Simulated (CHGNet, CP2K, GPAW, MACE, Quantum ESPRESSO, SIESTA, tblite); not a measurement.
**Twisted Ti2CO2 MXene bilayer, 21.79° (70 atoms), the built cell with every atom moved at random**

Calculated values (CP2K 2026.2, Kohn-Sham DFT, PBE, GTH-PBE pseudopotentials, Gaussian and plane waves, TZVP-MOLOPT-GTH, diagonalisation; TZVP-MOLOPT (SR for Ti); 800/50 Ry; levels smeared at 580 K; Γ point) for the built cell with every atom moved at random.

Cell vectors (Å):

```
8.017 0.000 0.000
-4.008 6.943 0.000
0.000 0.000 23.630
```

Positions in Å, forces in eV/Å, q the Hirshfeld charge in e:

```csv
atom,x,y,z,q,fx,fy,fz
C1,0.052,0.039,8.209,-0.33,-0.779,-1.004,1.019
Ti2,0.588,1.663,9.563,0.43,-0.594,-0.407,-1.084
Ti3,1.643,0.308,6.857,0.43,0.157,0.120,-0.147
O4,1.676,0.305,10.428,-0.27,0.710,0.477,0.604
O5,0.572,1.648,6.079,-0.28,0.158,0.429,-0.636
C6,-0.550,3.064,8.167,-0.32,0.303,-1.249,0.878
Ti7,0.015,4.614,9.453,0.39,-1.384,0.847,0.146
Ti8,1.298,3.353,6.895,0.45,-2.805,-1.519,0.026
O9,1.105,3.344,10.426,-0.25,1.130,-0.570,0.358
O10,0.051,4.554,6.009,-0.27,0.198,0.830,-0.571
C11,-1.106,5.986,8.188,-0.32,0.572,-0.064,-0.143
Ti12,3.373,0.651,9.598,0.44,0.081,-1.278,-0.753
Ti13,0.627,6.334,6.886,0.45,-2.980,-1.016,0.314
O14,0.559,6.216,10.517,-0.27,0.419,0.868,-1.143
O15,3.397,0.794,5.972,-0.27,1.158,-0.709,0.383
C16,2.308,1.918,8.145,-0.32,0.830,1.362,2.260
Ti17,2.817,3.608,9.558,0.44,0.163,-0.753,-0.258
Ti18,4.096,2.365,6.929,0.42,-0.809,-1.593,0.006
O19,4.107,2.299,10.386,-0.27,-1.054,0.252,0.487
O20,2.992,3.631,6.063,-0.25,-0.120,0.409,-1.026
C21,1.728,4.933,8.197,-0.35,1.049,0.611,0.239
Ti22,2.301,6.656,9.496,0.41,-0.729,-0.414,0.819
Ti23,3.407,5.215,7.034,0.41,1.211,1.765,0.065
O24,3.399,5.290,10.454,-0.26,0.021,-0.152,0.359
O25,2.237,6.570,6.015,-0.26,1.167,0.079,-0.546
C26,5.228,1.002,8.253,-0.34,-0.278,-0.291,-0.447
Ti27,5.818,2.585,9.512,0.41,-0.269,1.163,0.492
Ti28,6.728,1.256,6.960,0.41,2.287,1.118,-0.830
O29,6.873,1.294,10.537,-0.25,0.479,-0.073,-0.797
O30,5.786,2.561,5.902,-0.26,-0.429,0.596,0.963
C31,4.749,3.973,8.380,-0.33,-1.886,-0.212,-2.472
Ti32,-2.963,5.529,9.605,0.43,1.307,0.186,-0.332
Ti33,-1.685,4.317,6.894,0.44,0.919,0.316,0.331
O34,-1.620,4.299,10.437,-0.27,-0.599,0.068,0.239
O35,-2.931,5.612,5.991,-0.27,0.401,-0.198,0.147
C36,-1.742,4.904,15.450,-0.33,0.885,0.794,-1.145
Ti37,-0.597,6.456,16.722,0.43,-1.254,-1.325,0.468
Ti38,0.089,4.694,14.113,0.43,-0.303,-0.515,1.302
O39,-0.001,4.533,17.593,-0.27,0.345,0.883,0.073
O40,-0.543,6.320,13.269,-0.25,-0.286,-0.753,-2.302
C41,-3.996,6.925,15.436,-0.30,0.042,0.684,0.001
Ti42,1.097,1.460,16.766,0.43,0.766,-1.871,-0.792
Ti43,-2.224,6.534,14.067,0.44,-2.395,1.328,1.544
O44,-2.230,6.637,17.692,-0.28,0.304,0.084,-0.664
O45,1.190,1.285,13.113,-0.27,-0.127,0.544,1.393
C46,0.615,2.946,15.454,-0.34,-0.172,0.546,-1.038
Ti47,1.683,4.349,16.763,0.45,0.220,0.266,0.253
Ti48,2.229,2.626,14.149,0.42,0.337,-0.338,-0.590
O49,2.254,2.660,17.610,-0.27,0.416,0.512,0.817
O50,1.723,4.334,13.223,-0.26,0.327,-0.871,-0.942
C51,1.191,5.997,15.276,-0.33,-0.326,-0.158,2.409
Ti52,6.279,0.403,16.774,0.46,1.274,-1.515,-1.451
Ti53,2.946,5.554,14.053,0.44,-0.790,1.397,1.396
O54,2.969,5.579,17.665,-0.27,-1.477,0.521,0.174
O55,6.357,0.375,13.286,-0.27,-0.210,0.315,-0.515
C56,2.876,1.002,15.438,-0.34,0.197,-0.191,-0.242
Ti57,4.033,2.346,16.632,0.41,-1.182,0.730,0.545
Ti58,4.526,0.593,14.105,0.43,1.525,1.734,0.584
O59,4.643,0.670,17.635,-0.26,-0.653,-0.138,0.782
O60,4.003,2.350,13.242,-0.27,0.111,0.010,-0.057
C61,3.403,4.039,15.459,-0.33,0.566,-1.294,-0.693
Ti62,4.597,5.226,16.737,0.42,-0.115,1.898,-0.348
Ti63,5.192,3.630,14.128,0.43,-0.411,0.027,0.049
O64,5.187,3.675,17.603,-0.26,-0.150,-0.963,1.130
O65,4.591,5.303,13.205,-0.26,0.880,-0.407,-0.911
C66,5.620,2.043,15.484,-0.34,2.036,-0.590,-1.095
Ti67,-1.192,3.231,16.690,0.42,0.008,2.867,-0.008
Ti68,-0.628,1.764,14.138,0.43,0.956,-2.051,-0.731
O69,-0.548,1.740,17.613,-0.26,-0.633,-1.242,1.563
O70,-1.074,3.392,13.191,-0.26,-0.727,-0.909,0.154
```

The functional has no dispersion term, which matters for the binding between molecules or layers. The main run has no spin polarisation, so any moments at edges, vacancies or dangling bonds can't form in it. Only the Γ point is sampled, in a cell whose shortest periodic width is 7 Å.

The r.m.s. force component is 0.955 eV/Å; the longest force, 3.19 eV/Å, acts on Ti8.

[Logs are printed without paths, hosts, clocks, repeated set-up lines and the standing remarks that a program may print on its own settings, such as how far it seeks lower states.]

[Hosts, paths, dates, database ids (printed as entryN), source tags and the programs' standing remarks are cut or masked in the printed files.]
